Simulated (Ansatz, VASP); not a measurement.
Two plane-wave programs on Re

Contents of INCAR:

```
SYSTEM = Re
  PREC = Accurate
  ENCUT = 520
  EDIFF = 1E-7
  ISMEAR = -1
  SIGMA = 0.1
  LREAL = .False.
  LASPH = .True.
  NELM = 60
  ALGO = Normal
  ISIF = 2
  LWAVE = .False.
  LCHARG = .False.
  GGA = PS
  NBANDS = 10
```

The input KPOINTS:

```
Automatic mesh
0
Gamma
  15 15 15
  0 0 0
```

POSCAR

```
Re
1.0
    2.5519035388      0.0000000000      0.0000000000
    0.0000000000      2.5519035388      0.0000000000
    0.0000000000      0.0000000000      2.5519035388
Re
1
Direct
    0.0000000000      0.0000000000      0.0000000000
```

Input for Ansatz:

```yaml
crystal:
  lattice:
    - [2.5519035388, 0.0, 0.0]
    - [0.0, 2.5519035388, 0.0]
    - [0.0, 0.0, 2.5519035388]
  atoms:
    - { symbol: Re, position: [0.0, 0.0, 0.0] }
kpoints:
  mp_grid: { grid: [15, 15, 15] }
  band_path:
    path:
      - [0.0, 0.0, 0.0]
      - [0.0, 0.5, 0.0]
      - [0.5, 0.5, 0.0]
      - [0.0, 0.0, 0.0]
      - [0.5, 0.5, 0.5]
      - [0.0, 0.5, 0.0]
      - [0.5, 0.5, 0.5]
      - [0.5, 0.5, 0.0]
    npoints: 8
scf:
  occupations: { method: fermi_dirac, width: 0.1 }
hamiltonian:
  xc: pbesol
  pseudopotentials: { kind: paw }
output:
  forces: true
  stress: true
  eigenvalues: true
  populations: true
  dos: { projected: true, de: 0.2, e_range: [-14, 8] }
```

Change from the starting cell: volume scaled by 1, PAW files.

Alike in both runs: task single point; functional PBEsol; k mesh 15 × 15 × 15; occupations fermi-dirac, width 0.1 eV; no spin polarisation.

```csv
,VASP,Ansatz
version,VASP 6.6.1,Ansatz 0.2.0
potentials or method,"VASP PAW PBE potentials, release 64 (Re)","PAW with Ansatz's default frozen-core files, scalar-relativistic"
plane-wave cutoff (eV),520,420
valence electrons in the cell,7,15
```

VASP gave:

| Item | Value |
| --- | --- |
| pressure (GPa) | -0.7 |

Task: What did Ansatz give for the same quantities?

Result: Pressure (GPa): 0.0.

The two sets of potentials don't hold the same shells in valence.

Caveats: the PAW data sets were made with another functional, which shifts forces and pressure a little (VASP). Spin-orbit coupling is left out, which matters for the levels of Re.
